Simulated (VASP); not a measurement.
# I (Im-3m) in VASP: further runs

Runs on I. Level: PBE. Tasks: single point.

Program: VASP 6.6.1. These are calculated values, not measurements. Logs are shortened: lines on timing, memory, paths and dates and some standing lists are left out, and cuts for length are marked.

**1. The structure**

It takes space group Im-3m (No. 229, cubic). The conventional cell has a = 4.179 Å, b = 4.179 Å, c = 4.179 Å, α = 90.00°, β = 90.00°, γ = 90.00°. I (site symmetry m-3m) is surrounded by 8 I at 3.62 Å.

The real solid is made of molecules; this cell is a model form.

**2. Single point, PBE**

The input, INCAR:

```
SYSTEM = I
PREC = Accurate
ENCUT = 520
EDIFF = 1E-6
ISMEAR = 0
SIGMA = 0.05
LREAL = .FALSE.
LASPH = .TRUE.
NELM = 100
ALGO = Normal
ISIF = 2
LWAVE = .FALSE.
LCHARG = .FALSE.
GGA = PE
NBANDS = 10
ADDGRID = .FALSE.
```

The input, KPOINTS:

```
Automatic mesh
0
G
  7 7 7
  0 0 0
```

The input, POSCAR:

```
I
1.0
   -2.1240960000      2.1667550000      2.1089740000
    2.1114880000     -2.1329730000      2.0625830000
    2.0399160000      2.0487930000     -2.0751920000
I
1
Direct
    0.0126280000     -0.0160290000     -0.0040210000
```

Potentials or basis: VASP PAW PBE potentials, release 64 (I).

Command:

```console
$ cat potpaw_PBE.64/I/POTCAR > POTCAR
$ mpirun -np 1 vasp_std > vasp.out
```

OUTCAR:

```text
SYSTEM = I
   PREC = Accurate
   ENCUT = 520
   EDIFF = 1E-6
   ISMEAR = 0
   LREAL = .FALSE.
   LASPH = .TRUE.
   NELM = 100
   ISIF = 2
   GGA = PE

 Found    172 irreducible k-points:

 Following reciprocal coordinates:
            Coordinates               Weight
  0.000000  0.000000  0.000000      1.000000
  0.142857  0.000000 -0.000000      2.000000
  0.285714  0.000000  0.000000      2.000000
  0.428571  0.000000 -0.000000      2.000000
 -0.000000  0.142857  0.000000      2.000000
  0.142857  0.142857 -0.000000      2.000000
   k-points           NKPTS =    172   k-points in BZ     NKDIM =    172   number of bands    NBANDS=     10
   number of dos      NEDOS =    301   number of ions     NIONS =      1
   total plane-waves  NPLWV =  21952
   dimension x,y,z NGX =    28 NGY =   28 NGZ =   28
   dimension x,y,z NGXF=    56 NGYF=   56 NGZF=   56
   ions per type =               1
   NGX,Y,Z   is equivalent  to a cutoff of  12.60, 12.78, 13.08 a.u.
   NGXF,Y,Z  is equivalent  to a cutoff of  25.19, 25.56, 26.16 a.u.
 SYSTEM =  I
   PREC   = accura    normal or accurate (medium, high low for compatibility)
   ISTART =      0    job   : 0-new  1-cont  2-samecut
   ICHARG =      2    charge: 1-file 2-atom 10-const
   ISPIN  =      1    spin polarized calculation?
   LNONCOLLINEAR =      F non collinear calculations
   LSORBIT =      F    spin-orbit coupling
   LASPH  =      T    aspherical Exc in radial PAW
   ENCUT  =  520.0 eV  38.22 Ry    6.18 a.u.   6.87  6.77  6.62*2*pi/ulx,y,z
   NELM   =    100;   NELMIN=  2; NELMDL= -5     # of ELM steps
   EDIFF  = 0.1E-05   stopping-criterion for ELM
   LREAL  =      F    real-space projection
   EDIFFG = 0.1E-04   stopping-criterion for IOM
   NSW    =      0    number of steps for IOM
   IBRION =     -1    ionic relax: 0-MD 1-quasi-New 2-CG
   NFREE  =      0    steps in history (QN), initial steepest desc. (CG)
   ISIF   =      2    stress and relaxation
   ISYM   =      2    0-nonsym 1-usesym 2-fastsym
   POTIM  = 0.5000    time-step for ionic-motion
   TEBEG  =    0.0;   TEEND  =   0.0 temperature during run
   PSTRESS=    0.0 pullay stress
   NELECT =       7.0000    total number of electrons
   NUPDOWN=      -1.0000    fix difference up-down
   EMIN   =  10.00;   EMAX   =-10.00  energy-range for DOS
   EFERMI =   0.00;   METHOD = LEGACY
   ISMEAR =     0;   SIGMA  =   0.05  broadening in eV -4-tet -1-fermi 0-gaus
   EFERMI_NEDOS =   21; number of points for ismear=-14 and -15
   IALGO  =     38    algorithm
   IMIX   =      4    mixing-type and parameters
     AMIX     =   0.40;   BMIX     =  1.00
     AMIX_MAG =   1.60;   BMIX_MAG =  1.00
  volume/ion in A,a.u.               =      36.48       246.21
  Fermi-wavevector in a.u.,A,eV,Ry     =   0.944215  1.784308 12.130170  0.891542
  Thomas-Fermi vector in A             =   2.071998
   LORBIT       =      0    0 simple, 1 ext, 2 COOP (PROOUT), +10 PAW based schemes
   GGA     = PE    functional components
   LHFCALC =     F    Hartree Fock is set to
   AEXX    =    0.0000 exact exchange contribution
   IVDW    =     0    specifies the selected vdW correction
   LEPSILON=     F    determine dielectric tensor
   LRPA    =     F    only Hartree local field effects (RPA)
 non-spin polarized calculation
 Gauss-broadening in eV      SIGMA  =   0.05
  energy-cutoff  :      520.00
  volume of cell :       36.48
 maximum number of plane-waves:       995
   NGX = 13   NGY = 13   NGZ = 13

 number of electron       7.0000000 magnetization

 Free energy of the ion-electron system (eV)
  ---------------------------------------------------
  ext. energy  EPLUGINS =         0.00000000
  ---------------------------------------------------
  free energy    TOTEN  =        -1.06534181 eV

  energy without entropy =       -1.06429227  energy(sigma->0) =       -1.06481704

 E-fermi :   4.0205     XC(G=0):  -8.9192

 val. band max:        4.0021637992   @ k =  -0.0000   0.4286   0.1429
 cond. band min:       4.0757059556   @ k =   0.0000   0.1429   0.4286
 fundamental gap:      0.0735421564
 Fermi energy:         4.0204635770

 k-point     1 :       0.0000    0.0000    0.0000
  band No.  band energies     occupation
      1      -9.1914      2.00000
      2       4.7218      0.00000
      3       4.8991      0.00000
      4       5.0350      0.00000
      5      10.9129      0.00000
      6      13.6341      0.00000
      7      13.7578      0.00000
      8      14.1559      0.00000
      9      16.0584      0.00000
     10      16.2730      0.00000

 k-point     2 :       0.1429    0.0000   -0.0000
  band No.  band energies     occupation
      1      -8.9909      2.00000
      2       3.5492      2.00000
      3       4.5210      0.00000
      4       4.9188      0.00000
      5      11.7220      0.00000
      6      13.0289      0.00000
      7      13.4103      0.00000
      8      14.9106      0.00000
      9      15.4003      0.00000
     10      15.6172      0.00000

 k-point     3 :       0.2857    0.0000    0.0000
  band No.  band energies     occupation
      1      -8.4740      2.00000
      2       1.4431      2.00000
      3       3.8948      1.99962
      4       4.7866      0.00000
      5      10.8279      0.00000
      6      12.0414      0.00000
      7      14.9691      0.00000
      8      15.6355      0.00000
      9      16.7680      0.00000
     10      17.4143      0.00000

 k-point     4 :       0.4286    0.0000   -0.0000
  band No.  band energies     occupation
      1      -7.9607      2.00000
      2      -0.0076      2.00000
      3       3.4721      2.00000
      4       4.6849      0.00000
      5      10.0642      0.00000
      6      11.4892      0.00000
      7      16.4968      0.00000
      8      16.6617      0.00000
      9      18.0272      0.00000
     10      18.7450      0.00000

 k-point     5 :      -0.0000    0.1429    0.0000
  band No.  band energies     occupation
      1      -8.9795      2.00000
      2       3.6249      2.00000
      3       4.4211      0.00000
      4       4.8857      0.00000
      5      11.7117      0.00000
      6      12.9639      0.00000
      7      13.5555      0.00000
      8      14.6923      0.00000
      9      15.4138      0.00000
     10      15.5042      0.00000

 k-point     6 :       0.1429    0.1429   -0.0000
  band No.  band energies     occupation
      1      -8.6021      2.00000
      2       2.0847      2.00000
      3       3.8929      1.99969
      4       4.6722      0.00000
      5      11.8990      0.00000
      6      12.2723      0.00000
      7      13.3614      0.00000
      8      15.0042      0.00000
      9      16.5546      0.00000
     10      17.4699      0.00000

 [... further k-points ...]

------------------------ aborting loop because EDIFF is reached ----------------------------------------

  FORCE on cell =-STRESS in cart. coord.  units (eV):
  Direction    XX          YY          ZZ          XY          YZ          ZX
  --------------------------------------------------------------------------------------
  -------------------------------------------------------------------------------------
  Total       -0.0426965     -0.1118897     -0.0732368     -0.2445410      0.0314452     -0.0356675
  in kB       -1.8749662     -4.9135016     -3.2161041    -10.7387224      1.3808783     -1.5662947
  external PRESSURE =      -3.3348573 kB  Pullay stress =       0.0000000 kB

 VOLUME and BASIS-vectors are now :
 -----------------------------------------------------------------------------
  energy-cutoff  :      520.00
  volume of cell :       36.48
      direct lattice vectors                 reciprocal lattice vectors
    -2.124096000  2.166755000  2.108974000     0.005496097  0.235420953  0.237828778
     2.111488000 -2.132973000  2.062583000     0.241671392  0.002899229  0.240425590
     2.039916000  2.048793000 -2.075192000     0.245788549  0.242134979 -0.001217987

 POSITION                                       TOTAL-FORCE (eV/Angst)
 -----------------------------------------------------------------------------------
      4.08253     -0.03087     -0.01069        -0.000000      0.000000      0.000000
 -----------------------------------------------------------------------------------
    total drift:                                0.000000      0.000000      0.000001

  FREE ENERGIE OF THE ION-ELECTRON SYSTEM (eV)
  ---------------------------------------------------
  free  energy   TOTEN  =        -1.0653418079 eV

  energy  without entropy=       -1.0642922695  energy(sigma->0) =       -1.06481704
```

It took 25 s on 1 thread of Intel Xeon Platinum 8488C (Sapphire Rapids), shared host; peak memory 0.19 GiB.

The run converged, but some of its settings lie outside the range that counts as converged, so its numbers aren't taken as properties of the crystal.

What came out:

```
Free energy            : -1.0653 eV
Pressure               : -0.3 GPa
Band gap on the k mesh : none (metal or under the smearing width)
```

Caveat: an odd number of electrons without spin polarisation forces a metal; a magnetic or distorted state may lie lower.

**3. Single point, PBE**

This run uses another cell than the first one, of the same volume but with other edges.

Changes to INCAR since step 2:

```diff
@@ -2,3 +2,3 @@
 PREC = Accurate
-ENCUT = 520
+ENCUT = 400
 EDIFF = 1E-6
```

The input, KPOINTS:

```
Automatic mesh
0
G
  8 8 8
  0 0 0
```

The input, POSCAR:

```
I
1.0
   -2.0893754423      2.0893754423      2.0893754423
    2.0893754423     -2.0893754423      2.0893754423
    2.0893754423      2.0893754423     -2.0893754423
I
1
Direct
    0.0000000000      0.0000000000      0.0000000000
```

Potentials or basis: VASP PAW PBE potentials, release 64 (I).

Command:

```console
$ cat potpaw_PBE.64/I/POTCAR > POTCAR
$ mpirun -np 1 vasp_std > vasp.out
```

It took 3.5 s on 1 thread of Intel Xeon Platinum 8488C (Sapphire Rapids), shared host; peak memory 0.13 GiB.

The run converged, but some of its settings lie outside the range that counts as converged, so its numbers aren't taken as properties of the crystal.

Results:

* Free energy: -1.0418 eV
* Pressure: -0.2 GPa
* Band gap on the k mesh: none (metal or under the smearing width)

Caveat: an odd number of electrons without spin polarisation forces a metal; a magnetic or distorted state may lie lower.

**4. Single point, PBE**

INCAR is that of step 3.

KPOINTS is that of step 3.

The input, POSCAR:

```
I
1.0
   -2.1240960000      2.1667550000      2.1089740000
    2.1114880000     -2.1329730000      2.0625830000
    2.0399160000      2.0487930000     -2.0751920000
I
1
Direct
    0.0126280000     -0.0160290000     -0.0040210000
```

Command:

```console
$ cat potpaw_PBE.64/I/POTCAR > POTCAR
$ mpirun -np 1 vasp_std > vasp.out
```

Run time: 17 s. Hardware: 1 thread of Intel Xeon Platinum 8488C (Sapphire Rapids), shared host; peak memory 0.18 GiB.

The run converged, but some of its settings lie outside the range that counts as converged, so its numbers aren't taken as properties of the crystal.

Results:

```
Free energy            : -1.0520 eV
Pressure               : -0.2 GPa
Band gap on the k mesh : none (metal or under the smearing width)
```

Caveat: an odd number of electrons without spin polarisation forces a metal; a magnetic or distorted state may lie lower.

**5. For comparison**

An earlier run on the cell as given: functional PBE; potentials or basis VASP PAW PBE potentials, release 64 (I); cutoff 520 eV; k mesh 9 × 9 × 9; occupations fermi-dirac, width 0.05 eV; no spin polarisation.

- Pressure: -0.2 GPa
- Band gap on the k mesh: none (metal or under the smearing width)
